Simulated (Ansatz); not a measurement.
The calculation used DFT r2SCAN, scalar-relativistic, plane waves, PAW in Ansatz 0.2.0.

Structure of CdI2:

```yaml
crystal:
  lattice:
    - [4.29102, 0.00000, 0.00000]
    - [-2.14551, 3.71613, 0.00000]
    - [0.00000, 0.00000, 7.17619]
  atoms:
    - { symbol: Cd, position: [0.00000, 0.00000, 0.00000] }
    - { symbol: I, position: [0.33333, 0.66667, 0.23874] }
    - { symbol: I, position: [0.66667, 0.33333, 0.76126] }
```

Plane waves to 500 eV, a k mesh through Γ of 6×6×4 on the computed 3-atom cell and Gaussian smearing (0.02 eV); no spin polarisation.

Levels along Γ–M–K–Γ–A–L–H–A | L–M | H–K, in eV from a zero inside the gap, sorted by energy at each point. Points in fractions of the primitive reciprocal vectors: Γ (0.000 0.000 0.000), M (0.500 0.000 0.000), K (0.333 0.333 0.000), A (0.000 0.000 0.500), L (0.500 0.000 0.500), H (0.333 0.333 0.500).
| point | k (1/Å, with 2π) | band 24 | band 25 | band 26 | band 27 | band 28 | band 29 | band 30 |
| --- | --- | --- | --- | --- | --- | --- | --- | --- |
| Γ | 0.000 | -1.71 | -1.65 | -1.52 | -1.52 | 1.64 | 3.68 | 5.47 |
| - | 0.423 | -2.71 | -2.38 | -1.65 | -1.46 | 2.32 | 4.31 | 5.53 |
| M | 0.845 | -3.17 | -2.83 | -1.96 | -1.56 | 1.61 | 4.23 | 5.17 |
| - | 1.089 | -3.23 | -3.08 | -2.09 | -2.03 | 1.83 | 5.17 | 5.48 |
| K | 1.333 | -3.56 | -3.28 | -2.28 | -2.28 | 1.84 | 6.12 | 6.12 |
| - | 1.822 | -3.30 | -2.14 | -2.06 | -1.58 | 2.38 | 4.93 | 5.40 |
| Γ | 2.310 | -1.71 | -1.65 | -1.52 | -1.52 | 1.64 | 3.68 | 5.47 |
| - | 2.529 | -1.75 | -1.75 | -1.47 | -1.47 | 2.10 | 3.70 | 5.40 |
| A | 2.747 | -1.78 | -1.78 | -1.44 | -1.44 | 2.52 | 3.71 | 5.33 |
| - | 3.170 | -2.43 | -2.29 | -2.25 | -1.59 | 2.19 | 4.63 | 5.57 |
| L | 3.593 | -2.71 | -2.62 | -1.86 | -1.75 | 1.43 | 4.15 | 5.08 |
| - | 3.837 | -3.34 | -2.94 | -1.84 | -1.72 | 1.96 | 4.58 | 5.30 |
| H | 4.081 | -3.88 | -3.50 | -1.74 | -1.74 | 2.38 | 4.83 | 4.83 |
| - | 4.569 | -2.87 | -2.45 | -1.91 | -1.88 | 2.32 | 4.93 | 5.69 |
| A | 5.057 | -1.78 | -1.78 | -1.44 | -1.44 | 2.52 | 3.71 | 5.33 |
| L | 5.057 | -2.71 | -2.62 | -1.86 | -1.75 | 1.43 | 4.15 | 5.08 |
| - | 5.276 | -2.92 | -2.77 | -1.86 | -1.65 | 1.48 | 4.21 | 5.46 |
| M | 5.495 | -3.17 | -2.83 | -1.96 | -1.56 | 1.61 | 4.23 | 5.17 |
| H | 5.495 | -3.88 | -3.50 | -1.74 | -1.74 | 2.38 | 4.83 | 4.83 |
| - | 5.714 | -3.74 | -3.39 | -1.99 | -1.99 | 2.10 | 5.36 | 5.36 |
| K | 5.933 | -3.56 | -3.28 | -2.28 | -2.28 | 1.84 | 6.12 | 6.12 |

Spin-orbit coupling is left out, which matters for the bands of heavy elements. The cell holds layers, and where no dispersion correction was added their binding is poorly described.

Cost: 1 run of about 0.68 core-minutes, on Intel Xeon Platinum 8488C (Sapphire Rapids) (shared hosts).